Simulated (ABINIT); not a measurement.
Crystal: AlN.

```
Al N
1.0
     0.00000    2.18399    2.18399
     2.18399    0.00000    2.18399
     2.18399    2.18399    0.00000
Al N
1 1
Direct
  0.00000 0.00000 0.00000
  0.25000 0.25000 0.25000
```

Measurements of this composition are mostly on another form, of space group No. 186.

Base run:

```yaml
Program: ABINIT 10.8.3 (patched build)
Functional: rPW86PBE
Potentials_or_basis: JTH PAW PBE v2.0
Cutoff: 680 eV
k_mesh: 10 × 10 × 10
Occupations: fermi-dirac, width 0.05 eV
Spin: no spin polarisation
```

Its results: band gap on the k mesh 3.59 eV, indirect (least direct gap 4.36 eV).

Task: The run is repeated on the same cell with these changes: functional from rPW86PBE to PW91. What comes out?

Result: Band gap on the k mesh 3.35 eV, indirect (least direct gap 4.21 eV).

A k mesh can miss the band edges.
